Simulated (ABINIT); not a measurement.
Rh:

```xyz
1
Lattice="0.0000 1.8979 1.8979 1.8979 0.0000 1.8979 1.8979 1.8979 0.0000" Properties=species:S:1:pos:R:3 pbc="T T T"
Rh    0.0000    0.0000    0.0000
```

Base run:

| Item | Value |
| --- | --- |
| Program | ABINIT 10.8.3 (patched build) |
| Functional | revPBE |
| Potentials or basis | JTH PAW PBE v2.0 |
| Cutoff | 544 eV |
| k mesh | 12 × 12 × 12 |
| Occupations | fermi-dirac, width 0.05 eV |
| Spin | no spin polarisation |

Its results: band gap on the k mesh none (metal or under the smearing width); pressure 10.5 GPa.

Task: The run is repeated on the same cell with these changes: functional from revPBE to PBEsol. What comes out?

Result: Band gap on the k mesh none (metal or under the smearing width); pressure -3.3 GPa.

PBEsol binds more tightly than revPBE, so the same cell stands under less pressure.

Caveats: the PAW data sets were made with another functional, which shifts forces and pressure a little.
